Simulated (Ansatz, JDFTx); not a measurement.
This is a calculation of C for Ansatz 0.2.0. 

input.yaml

```yaml
crystal:
  lattice:
    - [0.0, 1.78337, 1.78337]
    - [1.78337, 0.0, 1.78337]
    - [1.78337, 1.78337, 0.0]
  atoms:
    - { symbol: C, position: [0.75, 0.75, 0.75] }
    - { symbol: C, position: [0.5, 0.5, 0.5] }
kpoints:
  mp_grid: { grid: [13, 13, 13] }
scf:
  occupations: { method: fermi_dirac, width: 0.05 }
hamiltonian:
  xc: pbe
  dispersion: d3bj
  pseudopotentials: { kind: all_electron, lapw: { basis_error: 0.001 } }
output:
  forces: true
  stress: true
relax:
  f_tol: 0.005
  max_steps: 60
  cell: {}
```

Potentials or basis: all-electron LAPW, scalar-relativistic.

Launch:

```sh
$ ansatz run input.yaml --threads 1 --pin off --max-ram 3072MiB --backend cpu --events-out ev --progress --plain --runs-dir out
```

Question: Set up the same calculation for JDFTx 1.7.0 (patched build). Potentials or basis there: PseudoDojo-SR-PBE-0.5-standard, cutoff 1116 eV.

Answer: As run (cutoffs and basis follow the program's own potentials, and thresholds, step limits or extra output files can differ):

Contents of C.in:

```
lattice \
    0.0000000000     3.3700808789     3.3700808789 \
    3.3700808789     0.0000000000     3.3700808789 \
    3.3700808789     3.3700808789     0.0000000000
coords-type Lattice
ion C      0.7500000000     0.7500000000     0.7500000000 1
ion C      0.5000000000     0.5000000000     0.5000000000 1

ion-species pseudo/C.upf
elec-cutoff 41 328
elec-ex-corr gga-PBE
van-der-waals D3BJ
kpoint-folding 13 13 13
elec-smearing Fermi 0.0018374661
elec-n-bands 9
electronic-SCF nIterations 100 energyDiffThreshold 1e-09
electronic-minimize nIterations 30 energyDiffThreshold 1e-7
forces-output-coords Cartesian
lattice-minimize nIterations 40 energyDiffThreshold 1e-6

dump-name run.$VAR
dump End Ecomponents EigStats BandEigs Kpoints Forces Stress ElecDensity Dtot KEdensity
```

Potentials or basis: PseudoDojo-SR-PBE-0.5-standard.

The run is started by

```sh
$ jdftx -c 1 -i C.in -o C.out
```

Both were run:

|  | Ansatz | JDFTx |
| --- | --- | --- |
| Relaxed volume | 5.62 Å³/atom | 5.63 Å³/atom |
| Relaxed cell | a = 2.515 Å, b = 2.515 Å, c = 2.515 Å, α = 60.00°, β = 60.00°, γ = 60.00° | a = 2.515 Å, b = 2.515 Å, c = 2.515 Å, α = 60.00°, β = 60.00°, γ = 60.00° |
| Space group after relaxing | Fd-3m (No. 227) | Fd-3m (No. 227) |
| Pressure after relaxing | 0.0 GPa | 0.0 GPa |

Where Ansatz's input types no cutoff or centring, it takes its own default and a Γ-centred mesh.

Pressure is positive in compression.
